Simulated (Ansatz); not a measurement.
We consider cubic perovskite LaAlO3 (cubic high-temperature phase), described by HSE06 (PAW; Ansatz, an electronic-structure program).

Run with plane-wave cutoff 520 eV, 6×6×6 k mesh, scalar-relativistic PAW data made under PBE.

Cell (relaxed at this level):

```
CELL_PARAMETERS angstrom
      3.77623     0.00000     0.00000
      0.00000     3.77623     0.00000
      0.00000     0.00000     3.77623
ATOMIC_POSITIONS crystal
  La 0.00000 0.00000 0.00000
  Al 0.50000 0.50000 0.50000
  O  0.50000 0.00000 0.50000
  O  0.00000 0.50000 0.50000
  O  0.50000 0.50000 0.00000
```

### Question
Estimate the elastic constant C44, Poisson ratio, elastic constant C12, Young modulus and elastic constant C11 that the calculation returns.

### Answer

- elastic constant C44 = 169 GPa
- Poisson ratio = 0.223
- elastic constant C12 = 136 GPa
- Young modulus = 354 GPa
- elastic constant C11 = 366 GPa

Note: the relaxation could not lower the start's symmetry, so the cell can be a saddle point above a distorted one.

Elastic constants are with the ions relaxed.

Spin–orbit coupling is not included.

It cost around 40 core-minutes (rough) of CPU time.
